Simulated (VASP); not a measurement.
# Mo (Im-3m) in VASP: elastic constants with LDA

Aim: the elastic constants of Mo with LDA.

All numbers are computed with VASP 6.6.1; they aren't measurements. Logs are shortened: lines on timing, memory, paths and dates and some standing lists are left out, and cuts for length are marked.

### Step 1. Starting point

The structure is cubic, space group Im-3m (No. 229). Conventional cell: a = 3.168 Å, b = 3.168 Å, c = 3.168 Å, α = 90.00°, β = 90.00°, γ = 90.00°. Around Mo (site symmetry m-3m) lie 8 Mo at 2.74 Å.

### Step 2. Elastic constants, LDA

POSCAR reads:

```
Mo
1.0
   -1.5838089700      1.5838089700      1.5838089700
    1.5838089700     -1.5838089700      1.5838089700
    1.5838089700      1.5838089700     -1.5838089700
Mo
1
Direct
    0.0000000000      0.0000000000      0.0000000000
```

INCAR.step1 reads:

```
SYSTEM = Mo
ALGO = Normal ; EDIFF = 1E-8
EDIFFG = -0.002 ; ENCUT = 600
GGA = CA ; IBRION = 2
ISIF = 3 ; ISMEAR = 0
LASPH = .True. ; LCHARG = .False.
LREAL = .False. ; LWAVE = .False.
NELM = 60 ; NSW = 40
PREC = Accurate ; SIGMA = 0.1
```

INCAR.step2 reads:

```
SYSTEM = Mo
ALGO = Normal ; EDIFF = 1E-8
ENCUT = 600 ; GGA = CA
IBRION = 6 ; ISIF = 3
ISMEAR = 0 ; LASPH = .True.
LCHARG = .False. ; LREAL = .False.
LWAVE = .False. ; NELM = 60
NFREE = 2 ; NSW = 1
POTIM = 0.015 ; PREC = Accurate
SIGMA = 0.1
```

KPOINTS reads:

```
k-points
0
Gamma
  8 8 8
  0 0 0
```

Potentials or basis: VASP PAW LDA potentials, release 64 (Mo_sv).

The run is started by

```bash
$ cat potpaw_LDA.64/Mo_sv/POTCAR > POTCAR
$ cp INCAR.step1 INCAR
$ mpirun -np 1 vasp_std > vasp.out
$ cp CONTCAR POSCAR
$ cp INCAR.step2 INCAR
$ mpirun -np 1 vasp_std > vasp.out
```

OUTCAR:

```text
SYSTEM = Mo
   EDIFF = 1E-8
   ENCUT = 600
   GGA = CA
   IBRION = 6
   ISIF = 3
   ISMEAR = 0
   LASPH = .True.
   LREAL = .False.
   NELM = 60
   NFREE = 2
   NSW = 1
   POTIM = 0.015
   PREC = Accurate

 ion  position               nearest neighbor table
   1  0.000  0.000  0.000-

  LATTYP: Found a body centered cubic cell.
 ALAT       =     3.1168825863

  Lattice vectors:

 A1 = (  -1.5584412932,   1.5584412932,   1.5584412932)
 A2 = (   1.5584412932,  -1.5584412932,   1.5584412932)
 A3 = (   1.5584412932,   1.5584412932,  -1.5584412932)

Analysis of symmetry for initial positions (statically):
=====================================================================
 Subroutine PRICEL returns:
 Original cell was already a primitive cell.

 Routine SETGRP: Setting up the symmetry group for a
 body centered cubic supercell.

 Subroutine GETGRP returns: Found 48 space group operations
 (whereof 48 operations were pure point group operations)
 out of a pool of 48 trial point group operations.

The static configuration has the point symmetry O_h .

Analysis of symmetry for dynamics (positions and initial velocities):
=====================================================================
 Subroutine PRICEL returns:
 Original cell was already a primitive cell.

 Routine SETGRP: Setting up the symmetry group for a
 body centered cubic supercell.

 Subroutine GETGRP returns: Found 48 space group operations
 (whereof 48 operations were pure point group operations)
 out of a pool of 48 trial point group operations.

The dynamic configuration has the point symmetry O_h .

 Subroutine INISYM returns: Found 48 space group operations
 (whereof 48 operations are pure point group operations),
 and found     1 'primitive' translations

----------------------------------------------------------------------------------------

                                     Primitive cell

  volume of cell :      15.1402

  direct lattice vectors                    reciprocal lattice vectors
    -1.558441293  1.558441293  1.558441293     0.000000000  0.320833388  0.320833388
     1.558441293 -1.558441293  1.558441293     0.320833388  0.000000000  0.320833388
     1.558441293  1.558441293 -1.558441293     0.320833388  0.320833388  0.000000000

  length of vectors
     2.699299500  2.699299500  2.699299500     0.453726928  0.453726928  0.453726928

  position of ions in fractional coordinates (direct lattice)
     0.000000000  0.000000000  0.000000000

  ion indices of the primitive-cell ions
   primitive index   ion index
                 1           1

----------------------------------------------------------------------------------------

 KPOINTS: k-points

Automatic generation of k-mesh.
 Grid dimensions read from file:
 generate k-points for:    8    8    8

 Generating k-lattice:

  Cartesian coordinates                     Fractional coordinates (reciprocal lattice)
     0.000000000  0.040104173  0.040104173     0.125000000  0.000000000  0.000000000
     0.040104173  0.000000000  0.040104173     0.000000000  0.125000000  0.000000000
     0.040104173  0.040104173  0.000000000     0.000000000  0.000000000  0.125000000

  Length of vectors
     0.056715866  0.056715866  0.056715866

  Shift w.r.t. Gamma in fractional coordinates (k-lattice)
     0.000000000  0.000000000  0.000000000
[... 99 lines left out ...]
  ---------------------------------------------------
  free energy    TOTEN  =       -12.10732612 eV

  energy without entropy =      -12.10183326  energy(sigma->0) =      -12.10457969

------------------------ aborting loop because EDIFF is reached ----------------------------------------

  FORCE on cell =-STRESS in cart. coord.  units (eV):
  Direction    XX          YY          ZZ          XY          YZ          ZX
  --------------------------------------------------------------------------------------
  -------------------------------------------------------------------------------------
  Total       -0.0008256     -0.0008256     -0.0008256      0.0000000      0.0000000     -0.0000000
  in kB       -0.0873629     -0.0873629     -0.0873629      0.0000000      0.0000000     -0.0000000
  external PRESSURE =      -0.0873629 kB  Pullay stress =       0.0000000 kB
[... 86 lines left out ...]
  FREE ENERGIE OF THE ION-ELECTRON SYSTEM (eV)
  ---------------------------------------------------
  free  energy   TOTEN  =       -12.1023394048 eV

  energy  without entropy=      -12.0965673519  energy(sigma->0) =      -12.09945338

[... ionic steps 4 to 12 ...]

--------------------------------------- Ionic step       13  -------------------------------------------

 number of electron      14.0000000 magnetization

------------------------ aborting loop because EDIFF is reached ----------------------------------------
[... 65 lines left out ...]
--------------------------------------- Ionic step       15  -------------------------------------------

 number of electron      14.0000000 magnetization

 Free energy of the ion-electron system (eV)
  ---------------------------------------------------
  ext. energy  EPLUGINS =         0.00000000
  ---------------------------------------------------
  free energy    TOTEN  =       -12.10732658 eV

  energy without entropy =      -12.10183373  energy(sigma->0) =      -12.10458016

 E-fermi :  12.8815     XC(G=0): -13.7826

 val. band max:       12.8201038855   @ k =  -0.2500   0.2500   0.1250
 cond. band min:      13.0053767962   @ k =  -0.1250   0.1250   0.1250
 fundamental gap:      0.1852729108
 Fermi energy:        12.8815194133

 k-point     1 :       0.0000    0.0000    0.0000
  band No.  band energies     occupation
      1     -47.9517      2.00000
      2     -21.3140      2.00000
      3     -21.3140      2.00000
      4     -21.3140      2.00000
      5       5.6613      2.00000
      6      11.5525      2.00000
      7      11.5525      2.00000
      8      11.5525      2.00000
      9      14.6741      0.00000
     10      14.6741      0.00000
     11      27.8598      0.00000
[... 309 lines left out ...]
 k-point    24 :      -0.3750    0.3750    0.2500
  band No.  band energies     occupation
      1     -47.5754      2.00000
      2     -22.4810      2.00000
      3     -22.0327      2.00000
      4     -21.8921      2.00000
      5       8.8640      2.00000
      6       9.4886      2.00000
      7      12.3314      2.00000
      8      13.2011      0.00001
      9      16.0183      0.00000
     10      18.2123      0.00000
     11      27.2133      0.00000

 [... further k-points ...]

------------------------ aborting loop because EDIFF is reached ----------------------------------------

  FORCE on cell =-STRESS in cart. coord.  units (eV):
  Direction    XX          YY          ZZ          XY          YZ          ZX
  --------------------------------------------------------------------------------------
  -------------------------------------------------------------------------------------
  Total       -0.0009897     -0.0009897     -0.0009897      0.0000000     -0.0000000      0.0000000
  in kB       -0.1047366     -0.1047366     -0.1047366      0.0000000     -0.0000000      0.0000000
  external PRESSURE =      -0.1047366 kB  Pullay stress =       0.0000000 kB
[... 16 lines left out ...]
  FREE ENERGIE OF THE ION-ELECTRON SYSTEM (eV)
  ---------------------------------------------------
  free  energy   TOTEN  =       -12.1073265831 eV

  energy  without entropy=      -12.1018337276  energy(sigma->0) =      -12.10458016

 INTERNAL STRAIN TENSORS FROM STRAINED CELLS
 ============================================

 INTERNAL STRAIN TENSOR FOR ION    1 for displacements in x,y,z  (eV/Angst):
          X           Y           Z          XY          YZ          ZX
  --------------------------------------------------------------------------------
  x     0.00000    -0.00000    -0.00000     0.00000    -0.00000    -0.00000
  y    -0.00000     0.00000    -0.00000    -0.00000    -0.00000     0.00000
  z     0.00000     0.00000     0.00000    -0.00000     0.00000    -0.00000

 INTERNAL STRAIN TENSORS FROM DISPLACED ATOMS
 ============================================

 INTERNAL STRAIN TENSOR FOR ION    1 for displacements in x,y,z  (eV/Angst):
          X           Y           Z          XY          YZ          ZX
  --------------------------------------------------------------------------------
  x     0.00000     0.00000     0.00000     0.00000     0.00000     0.00000
  y     0.00000     0.00000     0.00000     0.00000     0.00000     0.00000
  z     0.00000     0.00000     0.00000     0.00000     0.00000     0.00000

 Eigenvectors and eigenvalues of the dynamical matrix
 ----------------------------------------------------

   1 f/i=    0.000000 THz     0.000000 2PiTHz    0.000000 cm-1     0.000000 meV
             X         Y         Z           dx          dy          dz
      0.000000  0.000000  0.000000     0.882353   -0.470588    0.000000

   2 f/i=    0.000000 THz     0.000000 2PiTHz    0.000000 cm-1     0.000000 meV
             X         Y         Z           dx          dy          dz
      0.000000  0.000000  0.000000    -0.470588   -0.882353    0.000000

   3 f/i=    0.000000 THz     0.000000 2PiTHz    0.000000 cm-1     0.000000 meV
             X         Y         Z           dx          dy          dz
      0.000000  0.000000  0.000000     0.000000    0.000000    1.000000

--------------------------------------------------------------------------------------------------------

 ELASTIC MODULI CONTR FROM IONIC RELAXATION (kBar)
 Direction    XX          YY          ZZ          XY          YZ          ZX
 --------------------------------------------------------------------------------
 XX           0.0000      0.0000      0.0000      0.0000      0.0000      0.0000
 YY           0.0000      0.0000      0.0000      0.0000      0.0000      0.0000
 ZZ           0.0000      0.0000      0.0000      0.0000      0.0000      0.0000
 XY           0.0000      0.0000      0.0000      0.0000      0.0000      0.0000
 YZ           0.0000      0.0000      0.0000      0.0000      0.0000      0.0000
 ZX           0.0000      0.0000      0.0000      0.0000      0.0000      0.0000
 --------------------------------------------------------------------------------

 TOTAL ELASTIC MODULI (kBar)
 Direction    XX          YY          ZZ          XY          YZ          ZX
 --------------------------------------------------------------------------------
 XX        4555.7535   1993.2955   1993.2955      0.0000     -0.0000     -0.0000
 YY        1993.2955   4555.7535   1993.2955      0.0000      0.0000      0.0000
 ZZ        1993.2955   1993.2955   4555.7535     -0.0000      0.0000      0.0000
 XY           0.0000      0.0000     -0.0000    898.1652      0.0000     -0.0000
 YZ          -0.0000      0.0000      0.0000      0.0000    898.1652     -0.0000
 ZX          -0.0000      0.0000      0.0000     -0.0000     -0.0000    898.1652
 --------------------------------------------------------------------------------
```

Wall time 73 s (1 thread of Intel Xeon Platinum 8559C (Emerald Rapids), shared host); peak memory 0.18 GiB.

What came out:

```yaml
Relaxed_volume: 15.14 Å³/atom
Relaxed_cell: a = 2.699 Å, b = 2.699 Å, c = 2.699 Å, α = 109.47°, β = 109.47°, γ = 109.47°
Space_group_after_relaxing_to_0.05_Å: Im-3m (No. 229)
Elastic_constants_C11_C12_C44: 456, 199, 90 GPa
Voigt_bulk_modulus: 285 GPa
```

The path:
```csv
step,energy change (eV),largest force (eV/Å),pressure (GPa),volume (Å³)
1,0.0000,0.0000,-12.52,15.89
2,0.2430,0.0000,50.45,13.20
3,-0.0305,0.0000,-0.78,15.18
4,-0.0306,0.0000,-0.11,15.15
5,-0.0306,0.0000,0.17,15.13
6,-0.0306,0.0000,-0.39,15.16
7,-0.0306,0.0000,0.00,15.14
```

Final structure:
```
CELL_PARAMETERS angstrom
-1.55844 1.55844 1.55844
1.55844 -1.55844 1.55844
1.55844 1.55844 -1.55844
ATOMIC_POSITIONS crystal
Mo 0.00000 0.00000 0.00000
```

Elastic tensor in Voigt notation (GPa, in the Cartesian axes of the cell as first typed):
```
456 199 199   0   0   0
199 456 199   0   0   0
199 199 456   0   0   0
  0   0   0  90   0   0
  0   0   0   0  90   0
  0   0   0   0   0  90
```

Clamped-ion elastic tensor (GPa):
```
456 199 199   0   0   0
199 456 199   0   0   0
199 199 456   0   0   0
  0   0   0  90   0   0
  0   0   0   0  90   0
  0   0   0   0   0  90
```
